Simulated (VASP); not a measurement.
# TiC (Fm-3m) in VASP: notebook

Runs on TiC. Level: PBE. Tasks: relaxation of cell and atoms.

Program: VASP 6.6.1. These are calculated values, not measurements. Logs are shortened: lines on timing, memory, paths and dates and some standing lists are left out, and cuts for length are marked.

### Step 1. The crystal as given

The structure is cubic, space group Fm-3m (No. 225). The conventional cell has a = 4.319 Å, b = 4.319 Å, c = 4.319 Å, α = 90.00°, β = 90.00°, γ = 90.00°. Ti (site symmetry m-3m) has 6 C at 2.16 Å as nearest neighbours. Around C (site symmetry m-3m) lie 6 Ti at 2.16 Å.

### Step 2. Relaxation of cell and atoms, PBE

Input file INCAR:

```
PREC     = Accurate       # precision mode
ENCUT    = 520            # plane-wave cutoff, eV
EDIFF    = 1E-7           # SCF threshold, eV
ISMEAR   = 0              # smearing method
SIGMA    = 0.1            # smearing width, eV
LREAL    = False          # projectors in reciprocal space
LASPH    = True           # aspherical terms in the spheres
NELM     = 80             # most SCF steps
ALGO     = Normal         # electronic algorithm
ISIF     = 3              # what is computed and relaxed
LWAVE    = False          # write WAVECAR
LCHARG   = False          # write CHGCAR
GGA      = PE             # functional
IBRION   = 2              # ionic algorithm
NSW      = 80             # ionic steps
EDIFFG   = -0.002         # ionic threshold
AMIX     = 0.2
```

Input file KPOINTS:

```
Automatic mesh
0
Gamma
  16 16 16
```

Input file POSCAR:

```
TiC
1.0
    0.0000000000      2.1593000000      2.1593000000
    2.1593000000      0.0000000000      2.1593000000
    2.1593000000      2.1593000000      0.0000000000
Ti C
1 1
Direct
    0.0000000000      0.0000000000      0.0000000000
    0.5000000000      0.5000000000      0.5000000000
```

Potentials or basis: VASP PAW PBE potentials, release 64 (Ti_sv, C).

Started as:

```console
$ cat potpaw_PBE.64/Ti_sv/POTCAR potpaw_PBE.64/C/POTCAR > POTCAR
$ mpirun -np 1 vasp_std > vasp.out
```

OUTCAR:

```text
PREC = Accurate
   ENCUT = 520
   EDIFF = 1E-7
   ISMEAR = 0
   LREAL = False
   LASPH = True
   NELM = 80
   ISIF = 3
   GGA = PE
   IBRION = 2
   NSW = 80
   EDIFFG = -0.002
   AMIX = 0.2

 ion  position               nearest neighbor table
   1  0.000  0.000  0.000-   2 2.16   2 2.16   2 2.16   2 2.16   2 2.16   2 2.16
   2  0.500  0.500  0.500-   1 2.16   1 2.16   1 2.16   1 2.16   1 2.16   1 2.16

  LATTYP: Found a face centered cubic cell.
 ALAT       =     4.3186000000

  Lattice vectors:

 A1 = (   0.0000000000,   2.1593000000,   2.1593000000)
 A2 = (   2.1593000000,   0.0000000000,   2.1593000000)
 A3 = (   2.1593000000,   2.1593000000,   0.0000000000)

Analysis of symmetry for initial positions (statically):
=====================================================================
 Subroutine PRICEL returns:
 Original cell was already a primitive cell.

 Routine SETGRP: Setting up the symmetry group for a
 face centered cubic supercell.

 Subroutine GETGRP returns: Found 48 space group operations
 (whereof 48 operations were pure point group operations)
 out of a pool of 48 trial point group operations.

The static configuration has the point symmetry O_h .

Analysis of symmetry for dynamics (positions and initial velocities):
=====================================================================
 Subroutine PRICEL returns:
 Original cell was already a primitive cell.

 Routine SETGRP: Setting up the symmetry group for a
 face centered cubic supercell.

 Subroutine GETGRP returns: Found 48 space group operations
 (whereof 48 operations were pure point group operations)
 out of a pool of 48 trial point group operations.

The dynamic configuration has the point symmetry O_h .

 Subroutine INISYM returns: Found 48 space group operations
 (whereof 48 operations are pure point group operations),
 and found     1 'primitive' translations

----------------------------------------------------------------------------------------

                                     Primitive cell

  volume of cell :      20.1358

  direct lattice vectors                    reciprocal lattice vectors
     0.000000000  2.159300000  2.159300000    -0.231556523  0.231556523  0.231556523
     2.159300000  0.000000000  2.159300000     0.231556523 -0.231556523  0.231556523
     2.159300000  2.159300000  0.000000000     0.231556523  0.231556523 -0.231556523
[... 99 lines left out ...]
   ISMEAR =     0;   SIGMA  =   0.10  broadening in eV -4-tet -1-fermi 0-gaus
   EFERMI_NEDOS =   21; number of points for ismear=-14 and -15
   IALGO  =     38    algorithm
   IMIX   =      4    mixing-type and parameters
     AMIX     =   0.20;   BMIX     =  1.00
     AMIX_MAG =   0.80;   BMIX_MAG =  1.00
  volume/ion in A,a.u.               =      10.07        67.94
  Fermi-wavevector in a.u.,A,eV,Ry     =   1.516323  2.865436 31.283015  2.299237
  Thomas-Fermi vector in A             =   2.625728
   LORBIT       =      0    0 simple, 1 ext, 2 COOP (PROOUT), +10 PAW based schemes
   GGA     = PE    functional components
   LHFCALC =     F    Hartree Fock is set to
   AEXX    =    0.0000 exact exchange contribution
   IVDW    =     0    specifies the selected vdW correction
   LEPSILON=     F    determine dielectric tensor
   LRPA    =     F    only Hartree local field effects (RPA)
 conjugate gradient relaxation of ions
 non-spin polarized calculation
 Gauss-broadening in eV      SIGMA  =   0.10
  energy-cutoff  :      520.00
  volume of cell :       20.14
 maximum number of plane-waves:       560
   NGX = 11   NGY = 11   NGZ = 11

--------------------------------------- Ionic step        1  -------------------------------------------

 number of electron      16.0000002 magnetization

 Free energy of the ion-electron system (eV)
  ---------------------------------------------------
  ext. energy  EPLUGINS =         0.00000000
  ---------------------------------------------------
  free energy    TOTEN  =       -18.70757211 eV

  energy without entropy =      -18.70555621  energy(sigma->0) =      -18.70656416

------------------------ aborting loop because EDIFF is reached ----------------------------------------

  FORCE on cell =-STRESS in cart. coord.  units (eV):
  Direction    XX          YY          ZZ          XY          YZ          ZX
  --------------------------------------------------------------------------------------
  -------------------------------------------------------------------------------------
  Total        0.3488445      0.3488445      0.3488445      0.0000000      0.0000000     -0.0000000
  in kB       27.7570597     27.7570597     27.7570597      0.0000000      0.0000000     -0.0000000
  external PRESSURE =      27.7570597 kB  Pullay stress =       0.0000000 kB
[... 59 lines left out ...]
--------------------------------------- Ionic step        3  -------------------------------------------

 number of electron      16.0000000 magnetization

 Free energy of the ion-electron system (eV)
  ---------------------------------------------------
  ext. energy  EPLUGINS =         0.00000000
  ---------------------------------------------------
  free energy    TOTEN  =       -18.70943754 eV

  energy without entropy =      -18.70739962  energy(sigma->0) =      -18.70841858

 E-fermi :   9.3841     XC(G=0): -12.6880

 val. band max:        9.3655877698   @ k =  -0.0625   0.0625   0.0000
 cond. band min:       9.3866594987   @ k =   0.1250   0.1250   0.0000
 fundamental gap:      0.0210717289
 Fermi energy:         9.3840646674

 k-point     1 :       0.0000    0.0000    0.0000
  band No.  band energies     occupation
      1     -47.2050      2.00000
      2     -23.2301      2.00000
      3     -23.2301      2.00000
      4     -23.2301      2.00000
      5      -2.9981      2.00000
      6      10.0825      0.00000
      7      10.0825      0.00000
      8      10.0825      0.00000
      9      11.0646      0.00000
     10      11.0646      0.00000
     11      11.0646      0.00000
     12      11.0983      0.00000
[... 331 lines left out ...]
 k-point    24 :      -0.0625    0.0625    0.0000
  band No.  band energies     occupation
      1     -47.1979      2.00000
      2     -23.2763      2.00000
      3     -23.2429      2.00000
      4     -23.2313      2.00000
      5      -2.7655      2.00000
      6       9.1727      1.99720
      7       9.3582      1.28539
      8       9.3656      1.20614
      9      10.1928      0.00000
     10      10.7659      0.00000
     11      11.6527      0.00000
     12      12.2070      0.00000

 [... further k-points ...]
[... 5 lines left out ...]
  --------------------------------------------------------------------------------------
  -------------------------------------------------------------------------------------
  Total       -0.0002709     -0.0002709     -0.0002709      0.0000000      0.0000000     -0.0000000
  in kB       -0.0213208     -0.0213208     -0.0213208      0.0000000      0.0000000     -0.0000000
  external PRESSURE =      -0.0213208 kB  Pullay stress =       0.0000000 kB
[... 17 lines left out ...]
  FREE ENERGIE OF THE ION-ELECTRON SYSTEM (eV)
  ---------------------------------------------------
  free  energy   TOTEN  =       -18.7094375439 eV

  energy  without entropy=      -18.7073996199  energy(sigma->0) =      -18.70841858

 reached required accuracy - stopping structural energy minimisation
```

CONTCAR:

```text
TiC
   1.00000000000000
     0.0000000000000000    2.1671072932846642    2.1671072932846642
     2.1671072932846642   -0.0000000000000000    2.1671072932846642
     2.1671072932846642    2.1671072932846642   -0.0000000000000000
  Ti              C
     1     1
Direct
     0.0000000000000000    0.0000000000000000    0.0000000000000000
     0.5000000000000000    0.5000000000000000    0.5000000000000000

  0.00000000E+00  0.00000000E+00  0.00000000E+00
  0.00000000E+00  0.00000000E+00  0.00000000E+00
```

Run time: 1.8 min. Hardware: 1 thread of AMD EPYC 7R13 (Zen 3), shared host; peak memory 0.14 GiB.

Results:

* Free energy: -18.7094 eV
* Relaxed volume: 10.18 Å³/atom
* Relaxed cell: a = 3.065 Å, b = 3.065 Å, c = 3.065 Å, α = 60.00°, β = 60.00°, γ = 60.00°
* Space group after relaxing (to 0.05 Å): Fm-3m (No. 225)
* Energy gained by relaxing: 0.9 meV/atom
* Ionic steps: 3
* Pressure after relaxing: 0.0 GPa
* Band gap on the k mesh: none (metal or under the smearing width)

Step by step:
| step | energy change (eV) | largest force (eV/Å) | pressure (GPa) | volume (Å³) |
| --- | --- | --- | --- | --- |
| 1 | 0.0000 | 0.0000 | 2.78 | 20.14 |
| 2 | 0.0014 | 0.0000 | -3.46 | 20.65 |
| 3 | -0.0019 | 0.0000 | 0.00 | 20.36 |

Final structure:
```
Ti C
1.0
     0.00000    2.16711    2.16711
     2.16711    0.00000    2.16711
     2.16711    2.16711    0.00000
Ti C
1 1
Cartesian
  0.0000 0.0000 0.0000
  2.1671 2.1671 2.1671
```

Levels at points of the mesh, in eV from the Fermi level:
```tsv
k point	band 6	band 7	band 8	band 9	band 10	band 11
(0.00, 0.00, 0.00)	0.70	0.70	0.70	1.68	1.68	1.68
(0.50, 0.00, 0.00)	-5.82	-2.88	-2.88	2.91	2.91	4.09
(0.50, 0.50, 0.00)	-3.42	-1.60	-0.03	-0.03	2.70	3.51
```

PBE usually gives volumes a little too large and moduli too small. Zero-point motion and thermal expansion aren't in these numbers.

### Step 3. Relaxation of cell and atoms, PBE

This run uses another cell than the first one, of 10.18 Å³/atom, 1.011 times its volume.

INCAR is that of step 2.

KPOINTS is that of step 2.

Input file POSCAR:

```
TiC                                     
1.0
    0.0000000000      2.1671072933      2.1671072933
    2.1671072933     -0.0000000000      2.1671072933
    2.1671072933      2.1671072933     -0.0000000000
  Ti              C             
     1     1
Direct
     0.0000000000000000    0.0000000000000000    0.0000000000000000
     0.5000000000000000    0.5000000000000000    0.5000000000000000
```

Potentials or basis: VASP PAW PBE potentials, release 64 (Ti_sv, C).

Started as:

```console
$ cat potpaw_PBE.64/Ti_sv/POTCAR potpaw_PBE.64/C/POTCAR > POTCAR
$ mpirun -np 1 vasp_std > vasp.out
```

OUTCAR:

```text
PREC = Accurate
   ENCUT = 520
   EDIFF = 1E-7
   ISMEAR = 0
   LREAL = False
   LASPH = True
   NELM = 80
   ISIF = 3
   GGA = PE
   IBRION = 2
   NSW = 80
   EDIFFG = -0.002
   AMIX = 0.2

 ion  position               nearest neighbor table
   1  0.000  0.000  0.000-   2 2.17   2 2.17   2 2.17   2 2.17   2 2.17   2 2.17
   2  0.500  0.500  0.500-   1 2.17   1 2.17   1 2.17   1 2.17   1 2.17   1 2.17

  LATTYP: Found a face centered cubic cell.
 ALAT       =     4.3342145866

  Lattice vectors:
[... 541 lines left out ...]
      7       9.3583      1.28538
      8       9.3656      1.20653
      9      10.1928      0.00000
     10      10.7659      0.00000
     11      11.6528      0.00000
     12      12.2070      0.00000

 [... further k-points ...]
[... 5 lines left out ...]
  --------------------------------------------------------------------------------------
  -------------------------------------------------------------------------------------
  Total       -0.0010084     -0.0010084     -0.0010084      0.0000000      0.0000000      0.0000000
  in kB       -0.0793737     -0.0793737     -0.0793737      0.0000000      0.0000000      0.0000000
  external PRESSURE =      -0.0793737 kB  Pullay stress =       0.0000000 kB

 VOLUME and BASIS-vectors are now :
 -----------------------------------------------------------------------------
  energy-cutoff  :      520.00
  volume of cell :       20.36
      direct lattice vectors                 reciprocal lattice vectors
     0.000000000  2.167107293  2.167107293    -0.230722310  0.230722310  0.230722310
     2.167107293  0.000000000  2.167107293     0.230722310 -0.230722310  0.230722310
     2.167107293  2.167107293  0.000000000     0.230722310  0.230722310 -0.230722310

 POSITION                                       TOTAL-FORCE (eV/Angst)
 -----------------------------------------------------------------------------------
      0.00000      0.00000      0.00000         0.000000      0.000000      0.000000
      2.16711      2.16711      2.16711        -0.000000     -0.000000     -0.000000
 -----------------------------------------------------------------------------------
    total drift:                                0.000000     -0.000000     -0.000000

  FREE ENERGIE OF THE ION-ELECTRON SYSTEM (eV)
  ---------------------------------------------------
  free  energy   TOTEN  =       -18.7095516945 eV

  energy  without entropy=      -18.7075138341  energy(sigma->0) =      -18.70853276

 reached required accuracy - stopping structural energy minimisation
```

OSZICAR:

```text
N       E                     dE             d eps       ncg     rms          rms(c)
DAV:   1     0.121520491990E+03    0.12152E+03   -0.84940E+03  3488   0.160E+03
DAV:   2    -0.139093232447E+02   -0.13543E+03   -0.12920E+03  3580   0.388E+02
[... 10 lines left out ...]
DAV:  13    -0.187095500371E+02    0.46134E-03   -0.18398E-03  3940   0.624E-01    0.811E-02
DAV:  14    -0.187095571681E+02   -0.71309E-05   -0.24696E-04  4732   0.208E-01    0.544E-02
DAV:  15    -0.187095532317E+02    0.39363E-05   -0.46472E-05  4164   0.884E-02    0.389E-02
DAV:  16    -0.187095520098E+02    0.12219E-05   -0.21452E-06  4080   0.199E-02    0.317E-02
DAV:  17    -0.187095518746E+02    0.13524E-06   -0.10366E-05  3660   0.458E-02    0.593E-03
DAV:  18    -0.187095516891E+02    0.18554E-06   -0.23091E-07  3540   0.652E-03    0.327E-03
DAV:  19    -0.187095516945E+02   -0.54335E-08   -0.62543E-08  1900   0.318E-03
   1 F= -.18709552E+02 E0= -.18708533E+02  d E =-.187096E+02
```

CONTCAR:

```text
TiC
   1.00000000000000
     0.0000000000000000    2.1671072933000000    2.1671072933000000
     2.1671072933000000    0.0000000000000000    2.1671072933000000
     2.1671072933000000    2.1671072933000000    0.0000000000000000
  Ti              C
     1     1
Direct
     0.0000000000000000    0.0000000000000000    0.0000000000000000
     0.5000000000000000    0.5000000000000000    0.5000000000000000

  0.00000000E+00  0.00000000E+00  0.00000000E+00
  0.00000000E+00  0.00000000E+00  0.00000000E+00
```

It took 52 s on 1 thread of AMD EPYC 7R13 (Zen 3), shared host; peak memory 0.14 GiB.

What came out:

| Item | Value |
| --- | --- |
| Free energy | -18.7096 eV |
| Pressure after relaxing | 0.0 GPa |
| Band gap on the k mesh | none (metal or under the smearing width) |

Final structure:
```cif
data_structure
_symmetry_space_group_name_H-M 'P 1'
_symmetry_Int_Tables_number 1
_cell_length_a 3.0648
_cell_length_b 3.0648
_cell_length_c 3.0648
_cell_angle_alpha 60.000
_cell_angle_beta 60.000
_cell_angle_gamma 60.000
_cell_volume 20.36
loop_
_atom_site_label
_atom_site_type_symbol
_atom_site_fract_x
_atom_site_fract_y
_atom_site_fract_z
_atom_site_occupancy
Ti1 Ti 0.00000 0.00000 0.00000 1
C1 C 0.50000 0.50000 0.50000 1
```

Caveat: the relaxation stopped at its first step, so nothing moved.
